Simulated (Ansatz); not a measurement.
Runs of Ansatz 0.2.0 on Bi. Symmetry: Im-3m, No. 229, cubic system. Conventional cell: a = 3.963 Å, b = 3.963 Å, c = 3.963 Å, α = 90.00°, β = 90.00°, γ = 90.00°. Around Bi (site symmetry m-3m) lie 8 Bi at 3.43 Å. This isn't the form of Bi at room conditions, which is rhombohedral.

| task | level | potentials or basis | cell | k mesh | cutoff (eV) | points for each segment of the path | q mesh | gap on the mesh (eV) | pressure (GPa) | V0 of scaled cells (Å³/atom) | B0 (GPa) |
| --- | --- | --- | --- | --- | --- | --- | --- | --- | --- | --- | --- |
| band structure | revPBE | Ansatz PAW | as given | 9 × 9 × 9 | 420 | 14 | - | none | 1.9 | - | - |
| band structure | m-r2SCAN | Ansatz PAW | as given | 9 × 9 × 9 | 500 | 14 | - | none | (a) | - | - |
| equation of state | PBE | Ansatz PAW | as given | 9 × 9 × 9 | 420 | - | - | - | - | 31.62 | 53 |
| equation of state | PBE | PseudoDojo stringent | as given | 9 × 9 × 9 | 1197 | - | - | - | - | (b) | 53 |
| single point | PBE | Ansatz PAW | as given | 7 × 7 × 7 | 420 | - | - | none | 1.8 | - | - |
| equation of state | PBE | Ansatz PAW accurate | as given | 9 × 9 × 9 | 600 | - | - | - | - | 31.65 | 53 |
| band structure | PBE | JTH PAW | as given | 9 × 9 × 9 | 1800 | 14 | - | none | 0.9 | - | - |
| equation of state | r2SCAN+D3(BJ) | Ansatz PAW | as given | 9 × 9 × 9 | 500 | - | - | - | - | 30.46 | 59 |
| relaxation of cell and atoms | BPBE | Ansatz PAW | relaxed | 9 × 9 × 9 | 420 | - | - | - | 0.0 | - | - |
| phonons | PBEsol | Ansatz PAW | as given | 8 × 8 × 8 | 420 | 8 | 4 × 4 × 4 | none | - | - | - |
| single point | PBE | Ansatz PAW | as given | 9 × 9 × 9 | 250 | - | - | none | (c) | - | - |

Alike in all rows: no spin polarisation; smearing fermi-dirac 0.05 eV.

Task: Estimate the missing entries.

Result: (a) 0.1; (b) 31.61; (c) 0.6.

Caveats: spin-orbit coupling is left out, which moves the levels of the heavy elements; the PAW data sets come from PBE, with cores solved anew for the run's functional, which leaves a small shift of forces and pressure (some runs); the PAW data sets were made with another functional, which shifts forces and pressure a little (some runs); the plane-wave basis is chosen anew once the cell has moved, so the energies of steps on either side of that aren't comparable (some runs); some modes are imaginary (some runs); some levels weren't fully converged (some runs); the pressure holds a Pulay correction of +40.0 GPa for the finite cutoff (some runs).

A k mesh can miss the band edges, and the runs leave out spin-orbit coupling on Bi.

A gap of «none» marks a metal or a gap under the smearing width.
